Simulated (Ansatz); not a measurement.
Method: DFT PBE, scalar-relativistic, plane waves, PAW (Ansatz 0.2.0). Settings: cutoff 420 eV, Γ-centred meshes spaced at most about 0.3 Å⁻¹, and about 0.25 Å⁻¹ or finer for metals (2π included), Gaussian smearing. No spin polarisation in the final relaxations.

These are static total energies at zero pressure. All come from trial cells, and lower structures may exist.

Question: Order these relaxed structures of Al2Cu by energy, lowest first, with the energy over the lowest of them.
A.

Space group P-3m1 (No. 164). a = 2.866 Å, b = 2.866 Å, c = 6.227 Å, α = 90.00°, β = 90.00°, γ = 120.00°
```json
{"atom": "Al", "site": "2d", "symmetry": "3m.", "x": "0.3333", "y": "0.6667", "z": "0.1840"}
{"atom": "Cu", "site": "1b", "symmetry": "-3m.", "x": "0.0000", "y": "0.0000", "z": "0.5000"}
```

B.

Space group P-3m1 (No. 164). a = 4.196 Å, b = 4.196 Å, c = 3.014 Å, α = 90.00°, β = 90.00°, γ = 120.00°
```json
{"atom": "Al", "site": "2d", "symmetry": "3m.", "x": "0.6667", "y": "0.3333", "z": "0.7508"}
{"atom": "Cu", "site": "1a", "symmetry": "-3m.", "x": "0.0000", "y": "0.0000", "z": "0.0000"}
```

C.

Space group P-6m2 (No. 187). a = 2.795 Å, b = 2.795 Å, c = 13.050 Å, α = 90.00°, β = 90.00°, γ = 120.00°
```json
{"atom": "Al", "site": "1a", "symmetry": "-6m2", "x": "0.0000", "y": "0.0000", "z": "0.0000"}
{"atom": "Al", "site": "2h", "symmetry": "3m.", "x": "0.3333", "y": "0.6667", "z": "0.8148"}
{"atom": "Al", "site": "1d", "symmetry": "-6m2", "x": "0.3333", "y": "0.6667", "z": "0.5000"}
{"atom": "Cu", "site": "2g", "symmetry": "3m.", "x": "0.0000", "y": "0.0000", "z": "0.6555"}
```

D.

Space group P-3m1 (No. 164). a = 2.787 Å, b = 2.787 Å, c = 13.240 Å, α = 90.00°, β = 90.00°, γ = 120.00°
```
atom  site  symmetry       x       y       z
  Al    2d       3m. 0.3333  0.6667  0.2281
  Al    2d       3m. 0.3333  0.6667  0.5921
  Cu    2d       3m. 0.3333  0.6667  0.9240
```

Answer: A (0 meV/atom), C (45 meV/atom), D (94 meV/atom), B (134 meV/atom). Forms: A Al and Cu ordered on fcc sites, P-3m1; C Al and Cu ordered on hcp sites, P-6m2; D Al and Cu ordered on hcp sites, P-3m1; B P-3m1. Counting all near atoms (those within 1.25 times the shortest distance at each site; a plus sign parts nearer from farther groups): A has Al 12, Cu 6+6; C has Al 12, Cu 12; D has Al 12, Cu 12; B has Al 3+8, Cu 6+2.

Cells relaxed within their symmetry can be saddle points. The part of the Crystallography Open Database at hand lists Al2Cu in space group No. 140, which no cell shown has. Some candidate types were left out of the draw beforehand, so a known form may be missing.
